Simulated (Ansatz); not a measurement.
## LiF: energy along a strain

LiF, Fm-3m, a = 4.028 Å (as given, not relaxed at this level: 2.1 GPa). Ansatz: PBE, PAW, 420 eV, Γ-centred 10×10×10 mesh on 2 atoms, Gaussian smearing 0.05 eV; no spin polarisation. Cell vectors (Å): 0.000 2.014 2.014; 2.014 0.000 2.014; 2.014 2.014 0.000. The cell is strained by x per cent times the pattern (1 1 0 0 0 0) in the order xx yy zz yz xz xy (engineering shears), with fractional coordinates held. y is the free energy over the start, V0 = 8.169 Å³/atom.

```tsv
x (%)	y (meV/atom)
-6.00	?
-4.50	31.04
-3.00	15.43
-1.50	5.37
0.00	0.00
1.50	-1.35
3.00	0.71
4.50	5.67
5.25	9.10
6.00	13.05
```

**Question.** Fit y = c1 x + c2 x² + c3 x³ to the other rows, get the stiffness along the pattern, and predict the missing energy.

**Answer.** Least squares on the rows shown. y = −2.1989 x + 0.90636 x² − 0.029841 x³. The clamped-ion stiffness p·C·p = 2 × 9.064 eV × 160.2 / 8.169 Å³ = 355 GPa (second derivative at the start, which stands under stress). At x = -6.00 the fit asked for gives 52.27 meV/atom. The run gave 53.06 meV/atom, so the fit is 0.79 meV/atom too low, 1.5 % of the span of the series, against an rms of 0.07 meV/atom on the fitted rows. The row lies outside the fitted range. With a term in x⁴ added, a fit to the same known rows predicts 53.01 meV/atom, so most of the miss is curvature that the known rows already hold.